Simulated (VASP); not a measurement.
The system is SnSe2.

```
Sn Se
1.0
     3.81100    0.00000    0.00000
    -1.90550    3.30042    0.00000
     0.00000    0.00000    6.13600
Sn Se
1 2
Cartesian
  0.0000 0.0000 0.0000
  1.9055 1.1001 4.6081
  0.0000 2.2003 1.5279
```

| Property | Result |
| --- | --- |
| Program | VASP 6.6.1 |
| Task | relaxation of cell and atoms |
| Functional | r2SCAN |
| Potentials or basis | VASP PAW PBE potentials, release 64 (Sn_d, Se) |
| Cutoff | 600 eV |
| k mesh | 8 × 8 × 5 |
| Occupations | gaussian, width 0.05 eV |
| Spin | no spin polarisation |

At the start: pressure 3.7 GPa; volume 25.73 Å³/atom.

Task: Where does the relaxation end?

Result: Over 11 steps the energy falls by 17.6 meV/atom and the volume is 27.86 Å³/atom (+8.3 %); space group P-3m1 (No. 164, to 0.05 Å).

The path:
```tsv
step	energy change (eV)	largest force (eV/Å)	pressure (GPa)	volume (Å³)
1	0.0000	0.5327	3.66	77.18
2	-0.0068	0.5178	-2.86	83.92
3	-0.0450	0.0466	-0.04	80.56
4	-0.0450	0.0360	0.03	80.49
5	-0.0464	0.0564	0.07	80.52
6	-0.0475	0.0991	0.16	80.58
7	-0.0486	0.0933	0.10	80.89
8	-0.0511	0.0759	-0.05	81.83
9	-0.0525	0.0428	-0.27	83.71
10	-0.0505	0.1382	0.69	83.22
11	-0.0528	0.0044	-0.02	83.58
```

Final structure:
```
Sn Se
1.0
     3.84285    0.00000    0.00000
    -1.92143    3.32801    0.00000
     0.00000    0.00000    6.53533
Sn Se
1 2
Direct
  0.00000 0.00000 0.00000
  0.66667 0.33333 0.75917
  0.33333 0.66667 0.24083
```

Caveat: the PAW data sets were made with another functional, which shifts forces and pressure a little.
